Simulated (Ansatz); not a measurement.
# CsBr — XPS core lines

Cell: a structure deposited in the COD, ions relaxed with PBE at fixed cell, repeated to a supercell; a hole's nearest image is 8.6 Å away.

Space group Pm-3m (No. 221); a = 4.2860 Å.

```
site  Wyckoff  site symmetry       x       y       z
 Cs1       1a           m-3m  0.0000  0.0000  0.0000
 Br9       1b           m-3m  0.5000  0.5000  0.5000
```

One atom of each set is listed; the run and its k-mesh use a cell of 16 atoms with edges of 8.57, 8.57, 8.57 Å.

Method: Kohn–Sham DFT in Ansatz, PBE, plane waves and PAW, scalar-relativistic, 420 eV cutoff, Γ-centred 3×3×3 k-points, fixed occupations.

Each value is a total-energy difference between the cell with one core hole and the ground state (ΔSCF), counted from the top of the valence band. The valence electrons get no spin in the cell with the hole, so they can't polarise against the unpaired core electron; that puts absolute values high, by some tenths of an eV and in some cases by about 1 eV. The periodic images are corrected with the calculated ε∞ = 3.07.

Q: What binding energies does the calculation give for Cs 3d, Br 3d?

A: 

```
 line  atom     first shell  E_B (eV)  j = l + ½ / j = l − ½ (eV)
Cs 3d     1  8 Br at 3.71 Å     723.1               717.6 / 731.5
Br 3d     9  8 Cs at 3.71 Å      66.7                 66.3 / 67.3
```

For p, d and f shells E_B is the weighted mean of the two lines, whose splitting comes from the free atom's Dirac orbitals.

The program doubts some values: the potential far from the hole hasn't levelled off. Absolute PBE values can be off by an eV or more, and the 3d and 4f lines of heavy atoms by several eV. Multiplets, satellites and widths aren't calculated.

The run took 28 s of wall time (28 s of CPU time) and 1 GiB at its peak, on 1 thread of Intel Xeon 6975P-C (Granite Rapids) (x86_64; 16 cores open to the job, memory cap 2.5 GiB, no GPU), a shared host with a load of 0.3 a core.
